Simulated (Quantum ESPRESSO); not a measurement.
CdTe:

```
Te Cd
1.0
     0.00000    3.20500    3.20500
     3.20500    0.00000    3.20500
     3.20500    3.20500    0.00000
Te Cd
1 1
Direct
  0.75000 0.75000 0.75000
  0.00000 0.00000 0.00000
```

Base run:

```yaml
Program: Quantum ESPRESSO 7.5
Functional: WC
Potentials_or_basis: GBRV 1.5 PBE
Cutoff: 612 eV
Density_cutoff: 4898 eV
k_mesh: 6 × 6 × 6, shifted
Occupations: fermi-dirac, width 0.05 eV
Spin: no spin polarisation
```

Its results: pressure 2.1 GPa; electronic dielectric tensor (diagonal) 8.98.

**Question.** After a change of settings the same cell gave: pressure 7.3 GPa; electronic dielectric tensor (diagonal) 8.66. Which change was it?
A. functional from WC to LDA; potentials or basis from GBRV 1.5 PBE to GBRV 1.5 LDA
B. functional from WC to BLYP
C. functional from WC to AM05
D. functional from WC to PBEsol; potentials or basis from GBRV 1.5 PBE to GBRV 1.5 PBEsol

**Answer.** B.

BLYP binds less tightly than WC, so the same cell stands under more pressure.

Caveats: the potentials were made for another functional, which shifts forces and pressure; the cell is more than 3 GPa from zero pressure, which shifts response properties (some runs).
